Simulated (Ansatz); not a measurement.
The system is GaAs.

```
As Ga
1.0
     0.00000    2.82685    2.82685
     2.82685    0.00000    2.82685
     2.82685    2.82685    0.00000
As Ga
1 1
Direct
  0.75000 0.75000 0.75000
  0.00000 0.00000 0.00000
```

Base run:

```yaml
Program: Ansatz 0.2.0
Functional: LDA
Potentials_or_basis: Ansatz PAW
Cutoff: "420 eV (not typed: the program's choice for these potentials)"
k_mesh: 6 × 6 × 6
Occupations: fermi-dirac, width 0.05 eV
Spin: spin-orbit coupling, no magnetisation
```

Its results: band gap on the k mesh 0.17 eV, direct; pressure -1.9 GPa.

The run is repeated on the same cell with these changes: functional from LDA to PBE. What comes out?

Band gap on the k mesh 0.41 eV, direct; pressure 3.3 GPa.

PBE binds less tightly than LDA, so the same cell stands under more pressure.

Caveats: the PAW data sets come from PBE, with cores solved anew for the run's functional, which leaves a small shift of forces and pressure (some runs).
